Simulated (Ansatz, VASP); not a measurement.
## One calculation of Cu, two programs

```xyz
2
Lattice="2.5305 0.0000 0.0000 -1.2653 2.1915 0.0000 0.0000 0.0000 4.1299" Properties=species:S:1:pos:R:3 pbc="T T T"
Cu    0.0000    1.4610    1.0325
Cu    1.2653    0.7305    3.0974
```

Alike in both runs: functional r2SCAN; k mesh 18 × 18 × 10; occupations gaussian, width 0.1 eV; no spin polarisation.

Ansatz relaxed the structure, and its values are those at the end. VASP's run is a single point on that final structure, the one shown.

|  | VASP | Ansatz |
| --- | --- | --- |
| version | VASP 6.6.1 | Ansatz 0.2.0 |
| potentials or method | VASP PAW PBE potentials, release 64 (Cu) | scalar-relativistic, plane waves, PAW |
| plane-wave cutoff (eV) | 520 | 500 |
| valence electrons in the cell | 22 | 38 |

|  | VASP | Ansatz | Ansatz less VASP |
| --- | --- | --- | --- |
| gap on the k mesh at the Fermi level (eV) | none | none | - |
| pressure (GPa) | 0.8 | 0.0 | -0.79 |

A gap of «none» marks a metal or a gap that the smearing closes. The functional is the same, so the differences come from potentials, cutoffs and numerics. The two sets of potentials don't hold the same shells in valence.

Caveats: the PAW data sets were made with another functional, which shifts forces and pressure a little (VASP).
